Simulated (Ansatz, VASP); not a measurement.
# One calculation of Cu, two programs

The input INCAR:

```
SYSTEM = Cu
PREC = Accurate ; ENCUT = 520
EDIFF = 1E-7 ; ISMEAR = -1
SIGMA = 0.08 ; LREAL = .FALSE.
LASPH = .TRUE. ; NELM = 100
ALGO = Normal ; ISIF = 2
LWAVE = .FALSE. ; LCHARG = .FALSE.
GGA = PE ; NBANDS = 18
```

File KPOINTS:

```
Automatic mesh
0
G
  13 13 13
  0 0 0
```

Contents of POSCAR:

```
Cu
1.0
    0.0000000000      2.5843666452      2.5843666452
    2.5843666452      0.0000000000      2.5843666452
    2.5843666452      2.5843666452      0.0000000000
Cu
2
Direct
   -0.1250000000     -0.1250000000     -0.1250000000
    0.1250000000      0.1250000000      0.1250000000
```

Input for Ansatz:

```yaml
crystal:
  lattice:
    - [0.0, 2.5843666452, 2.5843666452]
    - [2.5843666452, 0.0, 2.5843666452]
    - [2.5843666452, 2.5843666452, 0.0]
  atoms:
    - { symbol: Cu, position: [-0.125, -0.125, -0.125] }
    - { symbol: Cu, position: [0.125, 0.125, 0.125] }
kpoints:
  mp_grid: { grid: [13, 13, 13] }
scf:
  occupations: { method: fermi_dirac, width: 0.08 }
hamiltonian:
  xc: pbe
  pseudopotentials: { kind: all_electron, lapw: { basis_error: 0.001 } }
output:
  forces: true
  stress: true
  eigenvalues: true
  populations: true
```

Change from the starting cell: volume scaled by 0.9, LAPW.

Alike in both runs: task single point; functional PBE; k mesh 13 × 13 × 13; occupations fermi-dirac, width 0.08 eV; no spin polarisation.

|  | VASP | Ansatz |
| --- | --- | --- |
| version | VASP 6.6.1 | Ansatz 0.2.0 |
| potentials or method | VASP PAW PBE potentials, release 64 (Cu) | all-electron LAPW, scalar-relativistic |
| plane-wave cutoff (eV) | 520 | see its input |

Ansatz gave:

| Quantity | Value |
| --- | --- |
| pressure (GPa) | 7.5 |

Task: Estimate VASP's values.

Result: Pressure (GPa): 7.8.

Ansatz ran all-electron here, so the differences hold the error of VASP's frozen core and of both bases.
